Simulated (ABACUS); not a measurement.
The system is FeO (Wuestite).

```
Fe O
1.0
     0.00000    2.15540    2.15540
     2.15540    0.00000    2.15540
     2.15540    2.15540    0.00000
Fe O
1 1
Direct
  0.00000 0.00000 0.00000
  0.50000 0.50000 0.50000
```

Base run:

| Item | Value |
| --- | --- |
| Program | ABACUS 3.10.1 |
| Functional | PBE |
| Potentials or basis | PseudoDojo NC SR 0.4.1 PBE standard |
| Cutoff | 1225 eV |
| Density cutoff | 4898 eV |
| Basis | plane waves |
| k mesh | 11 × 11 × 11 |
| Occupations | fermi-dirac, width 0.05 eV |
| Spin | collinear spin, ferromagnetic start |
| Starting moments | [3.0, 0.0] μB |

Its results: band gap on the k mesh none (metal or under the smearing width); pressure -1.0 GPa; net moment 4.00 μB per cell.

**Question.** The run is repeated on the same cell with these changes: cutoff from 1225 eV to 1361 eV; density cutoff from 4898 eV to 5442 eV; basis from plane waves to DZP LCAO (the cutoffs set its grid). What comes out?

**Answer.** Band gap on the k mesh none (metal or under the smearing width); pressure -0.3 GPa; net moment 4.00 μB per cell; site moments Fe +3.76; O +0.24 μB.

Caveats: a cell with one magnetic atom can't hold antiferromagnetic order, which such compounds often take; semilocal functionals often make such compounds metallic where correlation or magnetic order opens a gap, which also shifts bond lengths; the atomic orbitals were generated for these runs and aren't a published set (some runs); the basis of atomic orbitals isn't converged, which shifts pressures, moduli and gaps (some runs).

Not every run made on this cell is shown here.
